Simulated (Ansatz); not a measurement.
# SiO2: the cost of one run

Computed with Ansatz 0.2.0 (DFT r2SCAN, scalar-relativistic, plane waves, PAW, unless a step's input says otherwise).

1 further run of the same task is left out (set aside as unsound or not needed).

**1. The starting structure**

Symmetry: I4/mmm, No. 139, tetragonal system. Conventional cell: a = 8.939 Å, b = 8.939 Å, c = 5.231 Å, α = 90.00°, β = 90.00°, γ = 90.00°. Si (site symmetry m2m) is surrounded by 4 O at 1.60 to 1.61 Å. O (site symmetry 2/m) has 2 Si at 1.60 Å in its first shell of neighbours. Around O (site symmetry m2m) lie 2 Si at 1.61 Å.

As a file:

```
Si O
1.0
    -4.46937    4.46937    2.61574
     4.46937   -4.46937    2.61574
     4.46937    4.46937   -2.61574
Si O
4 8
Direct
  0.17696 0.17696 0.35393
  0.82304 0.17696 0.00000
  0.17696 0.82304 0.00000
  0.82304 0.82304 0.64607
  0.50000 0.50000 0.50000
  0.00000 0.50000 0.00000
  0.50000 0.00000 0.00000
  0.00000 0.00000 0.50000
  0.00000 0.20884 0.20884
  0.79116 0.00000 0.79116
  0.20884 0.00000 0.20884
  0.00000 0.79116 0.79116
```

It goes back to an entry of the Materials Project, which need not be the stable form.

It is the result of an earlier relaxation at this level (volume 17.42 Å³/atom; gap on the mesh: 6.08 eV).

**2. The undisturbed cell**

File input.yaml:

```yaml
crystal:
  lattice:
    - [-4.4693744134, 4.4693744134, 2.6157361016]
    - [4.4693744134, -4.4693744134, 2.6157361016]
    - [4.4693744134, 4.4693744134, -2.6157361016]
  atoms:
    - { symbol: Si, position: [0.176963409, 0.176963409, 0.353926818] }
    - { symbol: Si, position: [0.823036591, 0.176963409, 0.0] }
    - { symbol: Si, position: [0.176963409, 0.823036591, 0.0] }
    - { symbol: Si, position: [0.823036591, 0.823036591, 0.646073182] }
    - { symbol: O, position: [0.5, 0.5, 0.5] }
    - { symbol: O, position: [0.0, 0.5, 0.0] }
    - { symbol: O, position: [0.5, 0.0, 0.0] }
    - { symbol: O, position: [0.0, 0.0, 0.5] }
    - { symbol: O, position: [0.0, 0.2088403746, 0.2088403746] }
    - { symbol: O, position: [0.7911596254, 0.0, 0.7911596254] }
    - { symbol: O, position: [0.2088403746, 0.0, 0.2088403746] }
    - { symbol: O, position: [0.0, 0.7911596254, 0.7911596254] }
basis:
  ecutwfc: 500
kpoints:
  mp_grid: { grid: [6, 6, 6] }
hamiltonian:
  xc: r2scan
scf:
  occupations: { method: gaussian, width: 0.05 }
output:
  forces: true
  stress: true
  eigenvalues: true
```

Launch:

```sh
$ ansatz run input.yaml --threads 2 --pin off --max-ram 5120MiB --backend cpu --events-out ev --progress --plain --runs-dir out
```

Q: Estimate wall time and peak memory on 2 threads of Arm Neoverse V1, shared host.

About 20 s, with a peak of 1.1 GiB.
